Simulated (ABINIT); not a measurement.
The system is TiCo.

```xyz
2
Lattice="2.9861 0.0000 0.0000 0.0000 2.9861 0.0000 0.0000 0.0000 2.9861" Properties=species:S:1:pos:R:3 pbc="T T T"
Co    1.4931    1.4931    1.4931
Ti    0.0000    0.0000    0.0000
```

The cell comes from a database or a generator and needn't be the stable form of this composition.

Base run:

| Quantity | Value |
| --- | --- |
| Program | ABINIT 10.8.3 (patched build) |
| Functional | WC |
| Potentials or basis | JTH PAW PBE v2.0 |
| Cutoff | 844 eV |
| k mesh | 9 × 9 × 9 |
| Occupations | fermi-dirac, width 0.05 eV |
| Spin | collinear spin, ferromagnetic start |
| Starting moments | [2.0, 1.0] μB |

Its results: band gap on the k mesh none (metal or under the smearing width); pressure -7.2 GPa; net moment 0.74 μB per cell; site moments Co +0.82; Ti -0.02 μB.

Question: After a change of settings the same cell gave: band gap on the k mesh none (metal or under the smearing width); pressure -8.0 GPa; net moment 0.70 μB per cell; site moments Co +0.78; Ti -0.03 μB. Which change was it?
A. functional from WC to LDA
B. functional from WC to PBE
C. functional from WC to PBEsol
D. functional from WC to RPBE

Answer: C.

Caveats: small starting moments can end in a higher magnetic state in this program; the PAW data sets were made with another functional, which shifts forces and pressure a little.
